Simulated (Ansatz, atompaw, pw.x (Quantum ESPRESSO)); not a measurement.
**La (Z = 57) (sc): variants of one PAW (atompaw) potential in the solid**

atompaw 4.2.0.5 input, output lines left out:

```
La 57
GGA-PBE scalarrelativistic loggrid 2001 logderivrange -5 5 251
6 6 5 4 0 0
6 0 1
6 1 0
5 2 2
4 3 0
0 0 0
c
c
c
c
v
v
c
c
c
v
v
c
c
v
v
3
2.95 2.65 2.80 1.50
n
n
y
0.9
n
y
0.1
n
custom polynom2 7 10 vanderbiltortho besselshape
bessel
2.45
2.65
2.95
2.95
2.85
2.95
1.35
1.35
```

Crystal test: sc La in pw.x 7.5, no spin, 10³ k-points, Fermi–Dirac smearing 0.01 Ry, cutoffs set for each file from its atomic test. The reference is all-electron LAPW (Ansatz 0.2.0) with the same functional, mesh and smearing; V0 and B0 come from Birch–Murnaghan fits to the pressures at five volumes. Errors are pseudo minus all-electron; Δ is the rms difference of the E(V) curves that follow from these fits, minima aligned, over ±6 % about the mean V0. Mesh and smearing are coarse, so the numbers serve the comparison and aren't converged zero-temperature values; the lattice is a test structure that the element need not adopt.

All-electron: a0 = 3.331 Å (V0 = 36.94 Å³/atom), B0 = 22.3 GPa.

Base: This is a poor potential for the solid.

1 further variants are left out: they gave no file fit for a test, a broken result, the same result as the base, or pressures whose basis-set error rivals the error shown.

A dash in a converged row means that the minimum lies outside the volumes sampled.

| change | cutoffs (Ry) | pw.x | a0 (Å) | a0 error (%) | B0 error (%) | Δ (meV/atom) | mean pressure error (GPa) |
| --- | --- | --- | --- | --- | --- | --- | --- |
| base | 60/600 | converged | 3.354 | +0.69 | +1.3 | 3.9 | +0.50 |
| wave 5d channel at 0.9 Ry: rc 2.95 bohr becomes 5d channel at 0.14 Ry: rc 2.95 bohr | 60/600 | converged | 3.361 | +0.91 | +3.1 | 5.0 | +0.65 |
| wave 5d channel at 0.9 Ry: rc 2.95 bohr becomes 5d channel at 0.86 Ry: rc 2.95 bohr | 60/600 | converged | 3.355 | +0.72 | +1.3 | 4.0 | +0.51 |
| wave 5d channel at 0.9 Ry: rc 2.95 bohr becomes 5d channel at 3.16 Ry: rc 2.95 bohr | 60/600 | converged | 3.354 | +0.70 | +3.3 | 3.9 | +0.50 |
| wave 5d channel at 0.9 Ry: rc 2.95 bohr becomes 5d channel at 6.22 Ry: rc 2.95 bohr | 60/600 | converged | – | – | – | – | +2.19 |
